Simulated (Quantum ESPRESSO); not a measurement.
Runs of Quantum ESPRESSO 7.5 on Hf. The typed cell holds 2 atoms: a = 3.165 Å, b = 3.133 Å, c = 4.378 Å, α = 89.52°, β = 89.83°, γ = 89.89°. This isn't the form of Hf at room conditions, which is hcp.

| task | level | potentials or basis | k mesh | cutoff (eV) | smearing | diago david ndim | mixing mode | other keys | mesh quality | gap on the mesh (eV) | pressure (GPa) | largest force (eV/Å) |
| --- | --- | --- | --- | --- | --- | --- | --- | --- | --- | --- | --- | --- |
| single point | vdW-DF-cx | PseudoDojo 0.4 SR PBE stringent | 4 × 5 × 3 | 1796 | fermi-dirac 0.136 eV | - | - | nosym = yes; diagonalization = rmm-davidson | coarse | none | -2.7 | 0.20 |
| single point | PBE+D3 | PseudoDojo 0.4 SR PBE stringent | 6 × 6 × 4 | 1796 | tetrahedra_opt | 4 | - | smearing = tetrahedra_opt; width = left out; diago_david_ndim = 4 | coarse | none | (a) | 0.12 |
| single point | PBE | SSSP 1.3 efficiency PBE | 8 × 9 × 6 | 816 | fermi-dirac 0.05 eV | - | - | - | not flagged | none | 4.4 | (b) |
| real-space fields | PW91 | GBRV 1.5 PBE | 8 × 9 × 6 | 612 | cold 0.05 eV | - | TF | mixing_mode = TF | not flagged | none | 3.6 | 0.21 |

Alike in all rows: no spin polarisation; cell as given.

Q: Estimate the missing entries.

A: (a) 2.2; (b) 0.22.

Caveats: some runs use coarse meshes; the potentials were made for another functional, which shifts forces and pressure (some runs); pairwise dispersion overbinds metals, which lowers pressure and volume (some runs).

A k mesh can miss the band edges, and the runs leave out spin-orbit coupling on Hf.

A gap of «none» marks a metal or a gap under the smearing width.

The runs don't all hold the same shells in valence.
